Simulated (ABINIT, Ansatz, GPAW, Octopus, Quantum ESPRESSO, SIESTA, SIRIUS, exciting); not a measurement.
MgS: 9 runs at one level of theory

```
CELL_PARAMETERS angstrom
0.00000 2.83312 2.83312
2.83312 0.00000 2.83312
2.83312 2.83312 0.00000
ATOMIC_POSITIONS crystal
S 0.25000 0.25000 0.25000
Mg 0.00000 0.00000 0.00000
```

The cell comes from a database or a generator and needn't be the stable form of this composition.

Alike in all runs: task single point; functional PBEsol; k mesh 8 × 8 × 8; occupations fermi-dirac, width 0.05 eV; no spin polarisation; no spin-orbit coupling. Pressure is positive in compression and, in plane waves, holds the error of the finite cutoff.

```csv
program and potentials,plane-wave cutoff (eV),notes,band gap (eV),pressure (GPa)
"SIRIUS, PseudoDojo 0.4.1 PBEsol standard (scalar relativistic)",1152,-,3.28,-0.42
"ABINIT, PseudoDojo NC SR PBEsol v0.4.1 standard",1143,-,3.28,-0.42
"Octopus, pseudodojo_pbesol (PseudoDojo 0.4, PBEsol)",-,-,3.28,-
"SIESTA, files PseudoDojo sr-pbesol-0.4.1-standard, DZP (energy shift 0.003 Ry; two zetas on semicore shells)",-,atomic basis,3.27,1.24
"exciting, all-electron LAPW+lo, shipped species files, valence relativity iora*",-,-,3.28,-
"Ansatz, all-electron LAPW, scalar-relativistic",-,-,3.28,-0.46
"GPAW, PAW data sets generated for this functional",800,-,?,?
"Quantum ESPRESSO, GBRV 1.5 PBEsol",612,-,3.28,-0.54
"SIRIUS, all-electron FP-LAPW, apw+lo standard",-,-,3.29,-
```

Task: Estimate from the other rows what the run with GPAW, PAW data sets generated for this functional gave.

Result: Band gap 3.28 eV; pressure -0.37 GPa. The other rows, which needn't bracket it: band gap 3.27 to 3.29; pressure -0.54 to 1.24.
